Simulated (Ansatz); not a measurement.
# HgS (Metacinnabar): relaxation and properties

An exercise on one series of results from a longer session: the logs are not shown, and one member is left open.

Program: Ansatz 0.2.0. Level of theory: DFT r2SCAN, scalar-relativistic, plane waves, PAW. These are calculated values, not measurements.

**The structure to begin with**

The structure is cubic, space group F-43m (No. 216). Conventional cell: a = 5.852 Å, b = 5.852 Å, c = 5.852 Å, α = 90.00°, β = 90.00°, γ = 90.00°. Around Hg (site symmetry -43m) lie 4 S at 2.53 Å. S (site symmetry -43m) is surrounded by 4 Hg at 2.53 Å.

As a file:

```cif
data_structure
_symmetry_space_group_name_H-M 'F-43m'
_symmetry_Int_Tables_number 216
_cell_length_a 5.8517
_cell_length_b 5.8517
_cell_length_c 5.8517
_cell_angle_alpha 90.000
_cell_angle_beta 90.000
_cell_angle_gamma 90.000
_cell_volume 200.38
loop_
_atom_site_label
_atom_site_type_symbol
_atom_site_symmetry_multiplicity
_atom_site_Wyckoff_symbol
_atom_site_fract_x
_atom_site_fract_y
_atom_site_fract_z
_atom_site_occupancy
Hg1 Hg 4 a 0.00000 0.00000 0.00000 1
S1 S 4 d 0.25000 0.25000 0.75000 1
```

Source of the structure: the Crystallography Open Database.

The first run:

(A quick probe on a coarse mesh, which set the mesh and smearing, is not shown.)

File input.yaml:

```yaml
crystal:
  lattice:
    - [0.0, 2.92585, 2.92585]
    - [2.92585, 0.0, 2.92585]
    - [2.92585, 2.92585, 0.0]
  atoms:
    - { symbol: Hg, position: [0.0, 0.0, 0.0] }
    - { symbol: S, position: [0.25, 0.25, 0.25] }
basis:
  ecutwfc: 500
kpoints:
  mp_grid: { grid: [12, 12, 12] }
hamiltonian:
  xc: r2scan
scf:
  occupations: { method: gaussian, width: 0.1 }
output:
  forces: true
  stress: true
  eigenvalues: true
  write_density: true
  write_potential: true
  elf: true
  volumetric_format: npy
relax:
  adjacent_minimum: "off"
  f_tol: 0.005
  max_steps: 80
  cell: { stress_tol: 0.05 }
```

Run with:

```console
$ ansatz run input.yaml --threads 2 --pin off --max-ram 5120MiB --backend cpu --events-out ev --progress --plain --runs-dir out
```

Among the steps run: Full relaxation; Electronic structure at the relaxed geometry; The cell scaled to 0.97 of its volume; Point at V/V0 = 1.03; Volume × 0.94; The cell scaled to 1.06 of its volume.

One of the session's tables, all rows but one given; the rest of the session is left out.

It belongs to the step «Fit of the equation of state». 

```
volume (Å³/atom)  energy above the lowest point (meV/atom)  pressure (GPa)
          24.482                                      19.3            4.20
          25.264                                         ?               ?
          26.045                                       0.0            0.00
          26.826                                       4.1           -1.61
          27.608                                      15.3           -2.96
```

**Question.** Estimate the row for volume (Å³/atom) = 25.264.

Worked estimate for «energy above the lowest point (meV/atom)». A straight line through the neighbours (24.482, 19.3) and (26.045, 0.0) gives 19.3 + (0.0 − 19.3) × (25.264 − 24.482) / (26.045 − 24.482) = 9.6; a parabola fitted to 3 rows on both sides gives 5.1.

**Answer.** energy above the lowest point (meV/atom): 4.5; pressure (GPa): 1.92. In «energy above the lowest point (meV/atom)» the line misses by +5.1 and the parabola by +0.6.
